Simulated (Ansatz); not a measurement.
# Ga: the cost of one run

Computed with Ansatz 0.2.0 (DFT PBE, scalar-relativistic, plane waves, PAW, unless a step's input says otherwise).

## Step 1: Starting point

The structure is orthorhombic, space group Cmce (No. 64). The conventional cell has a = 4.523 Å, b = 7.661 Å, c = 4.524 Å, α = 90.00°, β = 90.00°, γ = 90.00°. Ga (site symmetry m) is surrounded by 7 Ga at 2.48 to 2.79 Å.

Structure file:

```xyz
4
Lattice="2.2615 -3.8305 0.0000 2.2615 3.8305 0.0000 0.0000 0.0000 4.5240" Properties=species:S:1:pos:R:3 pbc="T T T"
Ga    2.2615   -2.6438    0.3664
Ga    2.2615   -1.1867    2.6284
Ga    2.2615    2.6438    4.1576
Ga    2.2615    1.1867    1.8956
```

The structure comes from the Crystallography Open Database.

## Step 2: The base run

input.yaml reads:

```yaml
crystal:
  lattice:
    - [2.2615, -3.8305, 0.0]
    - [2.2615, 3.8305, 0.0]
    - [0.0, 0.0, 4.524]
  atoms:
    - { symbol: Ga, position: [0.8451, 0.1549, 0.081] }
    - { symbol: Ga, position: [0.6549, 0.3451, 0.581] }
    - { symbol: Ga, position: [0.1549, 0.8451, 0.919] }
    - { symbol: Ga, position: [0.3451, 0.6549, 0.419] }
basis:
  ecutwfc: 420
  fft_grid_basis: typed
kpoints:
  mp_grid: { grid: [10, 10, 8] }
hamiltonian:
  xc: pbe
scf:
  occupations: { method: gaussian, width: 0.05 }
output:
  forces: true
  stress: true
  eigenvalues: true
  bader: true
  write_density: true
  volumetric_format: npy
  elf: true
```

Started as:

```bash
$ ansatz run input.yaml --threads 1 --pin off --max-ram 2560MiB --backend cpu --events-out ev --progress --plain --runs-dir out
```

Q: Estimate wall time and peak memory on 1 thread of Arm Neoverse V1, shared host.

About 65 s, with a peak of 0.5 GiB.
